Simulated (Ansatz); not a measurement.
RuO₂:
```cif
data_O4Ru2
_chemical_formula_sum 'Ru2 O4'
_space_group_name_H-M_alt 'P42/mnm'
_space_group_IT_number 136
_space_group_name_Hall '-P 4n 2n'
_cell_length_a 4.46529
_cell_length_b 4.46529
_cell_length_c 3.09256
_cell_angle_alpha 90.000
_cell_angle_beta 90.000
_cell_angle_gamma 90.000
loop_
_atom_site_label
_atom_site_type_symbol
_atom_site_symmetry_multiplicity
_atom_site_Wyckoff_symbol
_atom_site_fract_x
_atom_site_fract_y
_atom_site_fract_z
_atom_site_occupancy
Ru1 Ru 2 a 0.00000 0.00000 0.00000 1
O1 O 4 f 0.30611 0.30611 0.00000 1
```

Relaxed with PBEsol.

Decompose the optical modes at the zone centre into irreducible representations, and say which are infrared and Raman allowed.

Point group 4/mmm: Γ_opt = A1g + A2g + A2u + B1g + 2B1u + B2g + Eg + 3Eu. Infrared: A2u, Eu. Raman: A1g, B1g, B2g, Eg.

Assign frequencies (DFPT, PBEsol (plane waves, PAW; program Ansatz)).

B1g 180, B1u 189, Eu 288, A2g 414, Eu 424, Eg 509, A2u 550, B1u 584, A1g 625, Eu 645, B2g 710 cm⁻¹.

Subscripts of B labels follow the axes of the standard setting.

Space group P4_2/mnm (rutile). The cell was relaxed with PBEsol under the symmetry of its start; of distortions, only those at the zone centre were tested. The run is not spin-polarised. As this level gives no gap, phonon frequencies hold no LO–TO term and depend on the k-mesh and smearing (Fermi–Dirac, 0.1 eV here).

Potentials: the later of the program's two PAW sets.
